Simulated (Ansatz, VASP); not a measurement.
One calculation of P, two programs

```xyz
1
Lattice="2.3068 0.0000 0.0000 0.0000 2.3068 0.0000 0.0000 0.0000 2.3069" Properties=species:S:1:pos:R:3 pbc="T T T"
P     0.0000    0.0000    0.0000
```

Alike in both runs: functional PBE; dispersion D3(BJ); k mesh 18 × 18 × 18; occupations gaussian, width 0.1 eV; no spin polarisation.

Ansatz relaxed the structure, and its values are those at the end. VASP's run is a single point on that final structure, the one shown.

```csv
,VASP,Ansatz
version,VASP 6.6.1,Ansatz 0.2.0
potentials or method,"VASP PAW PBE potentials, release 64 (P)","scalar-relativistic, plane waves, PAW"
plane-wave cutoff (eV),520,420
valence electrons in the cell,5,5
```

VASP gave:

* gap on the k mesh at the Fermi level (eV): none
* pressure (GPa): 21.4

Q: Which values does Ansatz return?

A: gap on the k mesh at the Fermi level (eV): none; pressure (GPa): 22.0.

A gap of «none» marks a metal or a gap that the smearing closes. Ansatz warned: «near_symmetry_operations_not_taken».

Caveats: so large a pressure means that the cell lies far from this level's equilibrium, or that cutoff or potentials fall short (VASP); pairwise dispersion overbinds metals, which lowers pressure and volume.
